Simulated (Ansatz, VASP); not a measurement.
## CoO: VASP beside Ansatz

```
Co O
1.0
    -1.50800    1.50800    2.10725
     1.50800   -1.50800    2.10725
     1.50800    1.50800   -2.10725
Co O
1 1
Cartesian
  0.0385 0.0077 -0.0330
  -0.0152 0.0302 2.1267
```

Change from the starting cell: atoms moved at random, drawn with an rms of 0.05 Å.

Alike in both runs: task single point; functional PBE; k mesh 12 × 12 × 12; occupations fermi-dirac, width 0.05 eV; collinear spin, ferromagnetic start.

|  | VASP | Ansatz |
| --- | --- | --- |
| version | VASP 6.6.1 | Ansatz 0.2.0 |
| potentials or method | VASP PAW PBE potentials, release 64 (Co, O) | Ansatz PAW |
| plane-wave cutoff (eV) | 520 | 420 |
| valence electrons in the cell | 15 | 23 |

Ansatz gave:

* gap on the k mesh at the Fermi level (eV): none
* pressure (GPa): 0.5
* largest component of the traceless stress (GPa): 0.38
* rms of the force components (eV/Å): 0.069
* net moment per atom (μB): 1.46
* size of the moment on the site where the two differ most (μB): 2.46

Task: What did VASP give for the same quantities?

Result: gap on the k mesh at the Fermi level (eV): none; pressure (GPa): -0.1; largest component of the traceless stress (GPa): 0.34; rms of the force components (eV/Å): 0.071; net moment per atom (μB): 1.45; size of the moment on the site where the two differ most (μB): 2.54.

Site moments also hang on the region over which each program counts them. Atom by atom the forces differ by 0.002 eV/Å (rms over components). A gap of «none» marks a metal or a gap that the smearing closes. The functional is the same, so the differences come from potentials, cutoffs and numerics. The two sets of potentials don't hold the same shells in valence.

Caveats: a cell with one magnetic atom can't hold antiferromagnetic order, which such compounds often take; semilocal functionals often make such compounds metallic where correlation or magnetic order opens a gap, which also shifts bond lengths; the pressure holds a Pulay correction of +0.7 GPa for the finite cutoff (Ansatz).
